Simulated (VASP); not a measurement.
**SnO2 in VASP: one cell, several levels of theory**

SnO2 built on the fluorite prototype is computed at one geometry. Runs: HSE06, PBE0. This is a trial cell built on a prototype, not taken from a measured structure, and it needn't be the compound's ground state.

Program: VASP 6.6.1. PAW datasets, plane waves. The calculation is spin-unpolarised, and the structure need not be a phase that has been made.

**1. The structure to begin with**

The cell comes from an earlier relaxation with r2SCAN in another program.

The symmetry is Fm-3m (No. 225, cubic); conventional cell a = 5.067 Å, 10.84 Å³ an atom. Around Sn lie 8 O at 2.19 Å; around O lie 4 Sn at 2.19 Å.

Structure file:

```
CELL_PARAMETERS angstrom
0.00000 2.53347 2.53347
2.53347 0.00000 2.53347
2.53347 2.53347 0.00000
ATOMIC_POSITIONS crystal
Sn 0.00000 0.00000 0.00000
O 0.25000 0.25000 0.25000
O 0.75000 0.75000 0.75000
```

**2. Single point with HSE06**

A PBE run in the same folder leaves the orbitals that the hybrid reads.

Input file INCAR (PBE start):

```
ENCUT = 520.000000
SIGMA = 0.010000
EDIFF = 1.00e-05
GGA = PE
PREC = Accurate
ISMEAR = 0
NBANDS = 20
NELM = 120
LASPH = .TRUE.
LCHARG = .FALSE.
LWAVE = .TRUE.
LREAL = .FALSE.
```

Input file INCAR:

```
AEXX = 0.250000
ENCUT = 520.000000
HFSCREEN = 0.207900
SIGMA = 0.010000
EDIFF = 1.00e-07
ALGO = Normal
GGA = PE
PREC = Accurate
PRECFOCK = Fast
IBRION = -1
ISIF = 2
ISMEAR = 0
ISTART = 1
NBANDS = 20
NELM = 120
NSW = 0
LASPH = .TRUE.
LCHARG = .FALSE.
LHFCALC = .TRUE.
LWAVE = .FALSE.
LREAL = .FALSE.
```

Input file KPOINTS:

```
KPOINTS created by Atomic Simulation Environment
0
Gamma
6 6 6
0 0 0
```

Input file KPOINTS_OPT:

```
special points
6
Reciprocal
0.0000000000 0.0000000000 0.0000000000 1
0.5000000000 0.0000000000 0.5000000000 1
0.5000000000 0.2500000000 0.7500000000 1
0.3750000000 0.3750000000 0.7500000000 1
0.5000000000 0.5000000000 0.5000000000 1
0.6250000000 0.2500000000 0.6250000000 1
```

Input file POSCAR:

```
Sn O
 1.0000000000000000
     0.0000000000000000    2.5334669720086236    2.5334669720086236
     2.5334669720086236    0.0000000000000000    2.5334669720086236
     2.5334669720086236    2.5334669720086236    0.0000000000000000
 Sn  O
   1   2
Cartesian
 -0.0000000000000000  0.0000000000000000  0.0000000000000000
  1.2667334860043118  1.2667334860043118  1.2667334860043118
  3.8002004580129354  3.8002004580129354  3.8002004580129354
```

Potentials: the recommended PBE PAW datasets, 26 valence electrons in the neutral cell.

On the command line:

```bash
$ mpirun -np 1 vasp_std
```

The files below are those of the last stage.

Standard output, without the iteration lines:

```text
POSCAR found type information on POSCAR SnO
 POSCAR found :  2 types and       3 ions
 LDA part: xc-table for (Slater+PW92), standard interpolation
 found WAVECAR, reading the header
 POSCAR, INCAR and KPOINTS ok, starting setup
 FFT: planning ... GRIDC
 FFT: planning ... GRID_SOFT
 FFT: planning ... GRID
 reading WAVECAR
 the WAVECAR file was read successfully
 initial charge from wavefunction
 entering main loop
 Start KPOINTS_OPT (optional k-point list driver)
k-point batch [1-6\6]
```

OSZICAR:

```text
N       E                     dE             d eps       ncg     rms          rms(c)
DAV:   1    -0.227734981170E+02   -0.22773E+02   -0.69382E-01   712   0.758E+00    0.954E-01
DAV:   2    -0.227822217849E+02   -0.87237E-02   -0.36333E-02   708   0.218E+00    0.794E-01
DAV:   3    -0.227797392159E+02    0.24826E-02   -0.42702E-03   940   0.959E-01    0.531E-01
DAV:   4    -0.227791727023E+02    0.56651E-03   -0.80143E-04   828   0.280E-01    0.307E-01
DAV:   5    -0.227789328236E+02    0.23988E-03   -0.13182E-04   708   0.113E-01    0.177E-01
DAV:   6    -0.227788608137E+02    0.72010E-04   -0.44876E-05   748   0.689E-02    0.103E-01
DAV:   7    -0.227788384721E+02    0.22342E-04   -0.10223E-05   804   0.424E-02    0.618E-02
DAV:   8    -0.227788314880E+02    0.69841E-05   -0.34718E-06   792   0.252E-02    0.368E-02
DAV:   9    -0.227788302592E+02    0.12288E-05   -0.12948E-06   816   0.139E-02    0.219E-02
DAV:  10    -0.227788299927E+02    0.26653E-06   -0.38645E-07   724   0.754E-03    0.130E-02
DAV:  11    -0.227788300821E+02   -0.89450E-07   -0.11000E-07   560   0.441E-03
   1 F= -.22778830E+02 E0= -.22778830E+02  d E =-.109572-105
       N       E                     dE             ncg
DAV:   1     0.855522922265E+03   -0.45449E+04      260
DAV:   2    -0.638231019482E+03   -0.14938E+04      264
DAV:   3    -0.796297551201E+03   -0.15807E+03      276
DAV:   4    -0.801474326917E+03   -0.51768E+01      264
DAV:   5    -0.801577325728E+03   -0.10300E+00      320
DAV:   6    -0.801579445144E+03   -0.21194E-02      288
DAV:   7    -0.801579540960E+03   -0.95816E-04      348
DAV:   8    -0.801579541918E+03   -0.95731E-06      276
DAV:   9    -0.801579541934E+03   -0.15999E-07      184
```

The lines after F= are the extra pass for the points of KPOINTS_OPT, at fixed density; their E is not a total energy.

From OUTCAR:

```text
k-points           NKPTS =     16   k-points in BZ     NKDIM =    216   number of bands    NBANDS=     20

   NELECT =      26.0000    total number of electrons

   dimension x,y,z NGX =    28 NGY =   28 NGZ =   28
   dimension x,y,z NGXF=    56 NGYF=   56 NGZF=   56

  energy-cutoff  :      520.00
  volume of cell :       32.52
      direct lattice vectors                 reciprocal lattice vectors
     0.000000000  2.533466972  2.533466972    -0.197358010  0.197358010  0.197358010
     2.533466972  0.000000000  2.533466972     0.197358010 -0.197358010  0.197358010
     2.533466972  2.533466972  0.000000000     0.197358010  0.197358010 -0.197358010

 k-points in reciprocal lattice and weights: KPOINTS created by Atomic Simulation Env
   0.00000000  0.00000000  0.00000000       0.005
   0.16666667  0.00000000  0.00000000       0.037
   0.33333333  0.00000000  0.00000000       0.037
   0.50000000  0.00000000  0.00000000       0.019
   0.16666667  0.16666667  0.00000000       0.028
   0.33333333  0.16666667  0.00000000       0.111
   0.50000000  0.16666667  0.00000000       0.111
  -0.33333333  0.16666667  0.00000000       0.111
[... 8 more k-points ...]

 E-fermi :   7.0971

 k-point     1 :       0.0000    0.0000    0.0000
  band No.  band energies     occupation
      1     -15.1759      2.00000
      2     -15.1759      2.00000
      3     -15.1759      2.00000
      4     -14.9732      2.00000
      5     -14.9732      2.00000
      6     -14.4972      2.00000
      7     -10.3883      2.00000
      8       3.7686      2.00000
      9       3.7686      2.00000
     10       3.7686      2.00000
     11       5.4794      2.00000
     12       5.4795      2.00000
     13       5.4795      2.00000
     14       8.6376      0.00000
     15      15.7510      0.00000
     16      15.7510      0.00000
     17      15.7510      0.00000
     18      22.2095      0.00000
     19      24.0393      0.00000
     20      24.0393      0.00000

 k-point     2 :       0.1667    0.0000    0.0000
  band No.  band energies     occupation
      1     -15.3179      2.00000
      2     -15.1539      2.00000
      3     -15.1539      2.00000
      4     -14.9738      2.00000
      5     -14.9738      2.00000
      6     -14.1745      2.00000
      7     -10.3737      2.00000
      8       2.8378      2.00000
      9       3.6321      2.00000
     10       3.6321      2.00000
     11       4.3534      2.00000
     12       5.2671      2.00000
     13       5.2672      2.00000
     14      10.5129      0.00000
     15      15.5760      0.00000
     16      16.4815      0.00000
     17      16.4815      0.00000
     18      24.0317      0.00000
     19      24.1832      0.00000
     20      24.1832      0.00000

 k-point     3 :       0.3333    0.0000    0.0000
  band No.  band energies     occupation
      1     -15.6158      2.00000
      2     -15.1230      2.00000
      3     -15.1230      2.00000
      4     -14.9609      2.00000
      5     -14.9609      2.00000
      6     -13.2195      2.00000
      7     -10.6983      2.00000
      8       1.3597      2.00000
      9       3.2643      2.00000
     10       3.3917      2.00000
     11       3.3917      2.00000
     12       4.8473      2.00000
     13       4.8473      2.00000
     14      12.7481      0.00000
     15      16.1101      0.00000
     16      18.2222      0.00000
     17      18.2222      0.00000
     18      24.3721      0.00000
     19      24.3721      0.00000
     20      25.3033      0.00000

 k-point     4 :       0.5000    0.0000    0.0000
  band No.  band energies     occupation
      1     -15.7560      2.00000
      2     -15.1157      2.00000
      3     -15.1157      2.00000
      4     -14.9459      2.00000
      5     -14.9458      2.00000
      6     -12.2580      2.00000
      7     -11.3938      2.00000
      8       0.8432      2.00000
      9       2.7956      2.00000
     10       3.2867      2.00000
     11       3.2868      2.00000
     12       4.6384      2.00000
     13       4.6384      2.00000
     14      13.5827      0.00000
     15      16.7288      0.00000
     16      19.3923      0.00000
     17      19.3923      0.00000
     18      24.2374      0.00000
     19      24.2374      0.00000
     20      24.6674      0.00000

[... the tables of k-points 5 to 16 left out ...]

  Total       -0.3661934     -0.3661934     -0.3661934     -0.0000000      0.0000000      0.0000000
  in kB      -18.0403644    -18.0403644    -18.0403644     -0.0000000      0.0000000      0.0000000
  external PRESSURE =     -18.0403644 kB  Pullay stress =       0.0000000 kB

 POSITION                                       TOTAL-FORCE (eV/Angst)
 -----------------------------------------------------------------------------------
      0.00000      0.00000      0.00000         0.000000     -0.000000      0.000000
      1.26673      1.26673      1.26673         0.000000      0.000000      0.000000
      3.80020      3.80020      3.80020        -0.000000     -0.000000     -0.000000
 -----------------------------------------------------------------------------------
    total drift:                               -0.000006     -0.000011     -0.000003

  FREE ENERGIE OF THE ION-ELECTRON SYSTEM (eV)
  ---------------------------------------------------
  free  energy   TOTEN  =       -22.7788300821 eV

  energy  without entropy=      -22.7788300821  energy(sigma->0) =      -22.77883008
```

Wall time 21 min (1 MPI rank of Intel Xeon 6975P-C, shared host); peak memory 0.3 GiB. That is the last stage alone.

The levels at the points of KPOINTS_OPT are read from vasprun.xml.

Near the gap, in eV above the top of the last filled band v; c is the band after it:

```tsv
point	v−1	v	c	c+1
Γ	-1.49	-1.49	1.67	8.78
X	-0.21	-0.14	4.84	8.96
W	-0.36	0.00	6.22	10.77
K	-0.79	-0.19	5.91	10.59
L	-2.33	-2.33	6.62	9.76
U	-0.79	-0.19	5.91	10.59
```

Gap with HSE06: 1.67 eV, valence top at W, conduction bottom at Γ. Least direct gap: 3.16 eV. The pressure is -1.80 GPa; the forces vanish within 0.01 eV/Å.

**3. Single point with PBE0**

A PBE run in the same folder leaves the orbitals that the hybrid reads.

INCAR (PBE start) is that of step 2.

Edit INCAR of step 2 so:

```diff
@@ -2,3 +2,2 @@
 ENCUT = 520.000000
-HFSCREEN = 0.207900
 SIGMA = 0.010000
@@ -21 +20,2 @@
 LREAL = .FALSE.
+HFRCUT = -1
```

KPOINTS is that of step 2.

KPOINTS_OPT is that of step 2.

POSCAR is that of step 2.

On the command line:

```bash
$ mpirun -np 1 vasp_std
```

The files below are those of the last stage.

Standard output, without the iteration lines:

```text
POSCAR found type information on POSCAR SnO
 POSCAR found :  2 types and       3 ions
 LDA part: xc-table for (Slater+PW92), standard interpolation
 found WAVECAR, reading the header
 POSCAR, INCAR and KPOINTS ok, starting setup
 FFT: planning ... GRIDC
 FFT: planning ... GRID_SOFT
 FFT: planning ... GRID
 HFRCUT set to (new)   11.8808348613425
 reading WAVECAR
 the WAVECAR file was read successfully
 initial charge from wavefunction
 entering main loop
 Start KPOINTS_OPT (optional k-point list driver)
k-point batch [1-6\6]
```

OSZICAR:

```text
N       E                     dE             d eps       ncg     rms          rms(c)
DAV:   1    -0.243672216376E+02   -0.24367E+02   -0.66571E-01   672   0.741E+00    0.918E-01
DAV:   2    -0.243805463017E+02   -0.13325E-01   -0.40616E-02   716   0.234E+00    0.801E-01
DAV:   3    -0.243776640081E+02    0.28823E-02   -0.50084E-03   980   0.113E+00    0.542E-01
DAV:   4    -0.243771018268E+02    0.56218E-03   -0.11327E-03   840   0.344E-01    0.315E-01
DAV:   5    -0.243768439495E+02    0.25788E-03   -0.15544E-04   696   0.121E-01    0.180E-01
DAV:   6    -0.243767628343E+02    0.81115E-04   -0.60679E-05   692   0.744E-02    0.103E-01
DAV:   7    -0.243767387623E+02    0.24072E-04   -0.11943E-05   740   0.431E-02    0.612E-02
DAV:   8    -0.243767313220E+02    0.74403E-05   -0.40602E-06   824   0.268E-02    0.365E-02
DAV:   9    -0.243767293449E+02    0.19771E-05   -0.12227E-06   760   0.144E-02    0.217E-02
DAV:  10    -0.243767289040E+02    0.44090E-06   -0.46371E-07   796   0.784E-03    0.128E-02
DAV:  11    -0.243767288639E+02    0.40041E-07   -0.11392E-07   552   0.430E-03
   1 F= -.24376729E+02 E0= -.24376729E+02  d E =-.753607E-19
       N       E                     dE             ncg
DAV:   1     0.820055117971E+03   -0.45804E+04      260
DAV:   2    -0.700549341498E+03   -0.15206E+04      264
DAV:   3    -0.860536187133E+03   -0.15999E+03      276
DAV:   4    -0.865673177959E+03   -0.51370E+01      264
DAV:   5    -0.865774904638E+03   -0.10173E+00      312
DAV:   6    -0.865777313115E+03   -0.24085E-02      288
DAV:   7    -0.865777435787E+03   -0.12267E-03      348
DAV:   8    -0.865777436935E+03   -0.11472E-05      280
DAV:   9    -0.865777436950E+03   -0.15404E-07      184
```

OUTCAR, selected sections:

```text
k-points           NKPTS =     16   k-points in BZ     NKDIM =    216   number of bands    NBANDS=     20

   NELECT =      26.0000    total number of electrons

   dimension x,y,z NGX =    28 NGY =   28 NGZ =   28
   dimension x,y,z NGXF=    56 NGYF=   56 NGZF=   56

  energy-cutoff  :      520.00
  volume of cell :       32.52
      direct lattice vectors                 reciprocal lattice vectors
     0.000000000  2.533466972  2.533466972    -0.197358010  0.197358010  0.197358010
     2.533466972  0.000000000  2.533466972     0.197358010 -0.197358010  0.197358010
     2.533466972  2.533466972  0.000000000     0.197358010  0.197358010 -0.197358010

 k-points in reciprocal lattice and weights: KPOINTS created by Atomic Simulation Env
   0.00000000  0.00000000  0.00000000       0.005
   0.16666667  0.00000000  0.00000000       0.037
   0.33333333  0.00000000  0.00000000       0.037
   0.50000000  0.00000000  0.00000000       0.019
   0.16666667  0.16666667  0.00000000       0.028
   0.33333333  0.16666667  0.00000000       0.111
   0.50000000  0.16666667  0.00000000       0.111
  -0.33333333  0.16666667  0.00000000       0.111
[... 8 more k-points ...]

 E-fermi :   6.6086

 k-point     1 :       0.0000    0.0000    0.0000
  band No.  band energies     occupation
      1     -15.5942      2.00000
      2     -15.5942      2.00000
      3     -15.5942      2.00000
      4     -15.3898      2.00000
      5     -15.3898      2.00000
      6     -14.9173      2.00000
      7     -10.7995      2.00000
      8       3.3718      2.00000
      9       3.3718      2.00000
     10       3.3718      2.00000
     11       5.1033      2.00000
     12       5.1033      2.00000
     13       5.1033      2.00000
     14       8.9303      0.00000
     15      16.1186      0.00000
     16      16.1186      0.00000
     17      16.1186      0.00000
     18      22.5437      0.00000
     19      24.4285      0.00000
     20      24.4285      0.00000

 k-point     2 :       0.1667    0.0000    0.0000
  band No.  band energies     occupation
      1     -15.7360      2.00000
      2     -15.5721      2.00000
      3     -15.5721      2.00000
      4     -15.3905      2.00000
      5     -15.3905      2.00000
      6     -14.5929      2.00000
      7     -10.7848      2.00000
      8       2.4345      2.00000
      9       3.2322      2.00000
     10       3.2322      2.00000
     11       3.9581      2.00000
     12       4.8770      2.00000
     13       4.8770      2.00000
     14      10.8504      0.00000
     15      15.9374      0.00000
     16      16.8532      0.00000
     17      16.8532      0.00000
     18      24.3759      0.00000
     19      24.5722      0.00000
     20      24.5722      0.00000

 k-point     3 :       0.3333    0.0000    0.0000
  band No.  band energies     occupation
      1     -16.0338      2.00000
      2     -15.5411      2.00000
      3     -15.5411      2.00000
      4     -15.3778      2.00000
      5     -15.3778      2.00000
      6     -13.6367      2.00000
      7     -11.1107      2.00000
      8       0.9413      2.00000
      9       2.8480      2.00000
     10       2.9856      2.00000
     11       2.9857      2.00000
     12       4.4462      2.00000
     13       4.4462      2.00000
     14      13.1289      0.00000
     15      16.4719      0.00000
     16      18.6030      0.00000
     17      18.6030      0.00000
     18      24.7570      0.00000
     19      24.7570      0.00000
     20      25.6699      0.00000

 k-point     4 :       0.5000    0.0000    0.0000
  band No.  band energies     occupation
      1     -16.1739      2.00000
      2     -15.5338      2.00000
      3     -15.5338      2.00000
      4     -15.3629      2.00000
      5     -15.3629      2.00000
      6     -12.6727      2.00000
      7     -11.8083      2.00000
      8       0.4211      2.00000
      9       2.3759      2.00000
     10       2.8776      2.00000
     11       2.8777      2.00000
     12       4.2343      2.00000
     13       4.2343      2.00000
     14      13.9697      0.00000
     15      17.0925      0.00000
     16      19.7785      0.00000
     17      19.7785      0.00000
     18      24.6174      0.00000
     19      24.6174      0.00000
     20      25.0421      0.00000

[... the tables of k-points 5 to 16 left out ...]

  Total       -0.3879051     -0.3879051     -0.3879051      0.0000000      0.0000000     -0.0000000
  in kB      -19.1099844    -19.1099844    -19.1099844      0.0000000      0.0000000     -0.0000000
  external PRESSURE =     -19.1099844 kB  Pullay stress =       0.0000000 kB

 POSITION                                       TOTAL-FORCE (eV/Angst)
 -----------------------------------------------------------------------------------
      0.00000      0.00000      0.00000        -0.000000      0.000000     -0.000000
      1.26673      1.26673      1.26673         0.000000      0.000000      0.000000
      3.80020      3.80020      3.80020        -0.000000     -0.000000     -0.000000
 -----------------------------------------------------------------------------------
    total drift:                               -0.000000     -0.000000     -0.000000

  FREE ENERGIE OF THE ION-ELECTRON SYSTEM (eV)
  ---------------------------------------------------
  free  energy   TOTEN  =       -24.3767288639 eV

  energy  without entropy=      -24.3767288639  energy(sigma->0) =      -24.37672886
```

Wall time 21 min (1 MPI rank of Intel Xeon 6975P-C, shared host); peak memory 0.21 GiB. That is the last stage alone.

The levels at the points of KPOINTS_OPT are read from vasprun.xml.

Near the gap, in eV above the top of the last filled band v; c is the band after it:

```tsv
point	v−1	v	c	c+1
Γ	-1.47	-1.47	2.36	9.55
X	-0.21	-0.15	5.60	9.72
W	-0.36	0.00	7.00	11.51
K	-0.79	-0.19	6.68	11.37
L	-2.34	-2.34	7.40	10.52
U	-0.79	-0.19	6.68	11.37
```

PBE0 gives an indirect gap of 2.36 eV, from W to Γ; the least direct gap is 3.83 eV. Pressure: -1.91 GPa; the forces vanish within 0.01 eV/Å.

**4. What came out**

| level | gap (eV) | pressure (GPa) |
| --- | --- | --- |
| HSE06 | 1.67 | -1.80 |
| PBE0 | 2.36 | -1.91 |

The gap runs from 1.67 eV (HSE06) to 2.36 eV (PBE0). Spin-orbit coupling is left out, though the cell holds Sn (Z = 50); in an element this heavy it can shift bands and gaps by tenths of an eV.
